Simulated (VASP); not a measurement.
Wanted: the native input for a VASP 6.6.1 run.

| Quantity | Value |
| --- | --- |
| Task | core levels |
| Functional | optPBE-vdW |
| Potentials or basis | VASP PAW PBE potentials, release 64 (Ti_sv, Al) |
| Cutoff | 520 eV |
| k mesh | 8 × 8 × 8 |
| Occupations | fermi-dirac, width 0.05 eV |
| Spin | no spin polarisation |
| Further INCAR settings | ALGO = Normal; EDIFF = 1e-06 |

The structure of TiAl lies in POSCAR:

```
TiAl
3.1791
    0.999988676040      0.000000000000      0.000000000000
    0.000000000000      0.999988676040      0.000000000000
    0.000000000000      0.000000000000      0.999988676040
Ti Al
1 1
Direct
    0.0054370000      0.0044450000      0.0015480000
    0.5010480000      0.5039100000      0.5018380000
```

The cell comes from a database or a generator and needn't be the stable form of this composition.

The cell isn't the ideal one: atoms moved at random, drawn with an rms of 0.02 Å.

One way to write it, as run:

INCAR

```
PREC = Accurate
ENCUT = 520
EDIFF = 1E-6
ISMEAR = -1
SIGMA = 0.05
LREAL = F
LASPH = T
NELM = 80
ALGO = Normal
ISIF = 2
LWAVE = F
LCHARG = F
GGA = OR
LUSE_VDW = T
AGGAC = 0.0
ICORELEVEL = 1
```

KPOINTS

```
Automatic mesh
0
Gamma
  8 8 8
```

Potentials or basis: VASP PAW PBE potentials, release 64 (Ti_sv, Al).

The run is started by

```console
$ cat potpaw_PBE.64/Ti_sv/POTCAR potpaw_PBE.64/Al/POTCAR > POTCAR
$ mpirun -np 1 vasp_std > vasp.out
```

Results of the run:

* Pressure: 1.4 GPa
* Largest force: 0.087 eV/Å
* Band gap on the k mesh: none (metal or under the smearing width)

Caveat: the PAW data sets were made with another functional, which shifts forces and pressure a little.

Wall time 38 s on 1 thread of Intel(R) Xeon(R) Platinum 8488C (Sapphire Rapids), on a shared host, peak memory 0.35 GiB.
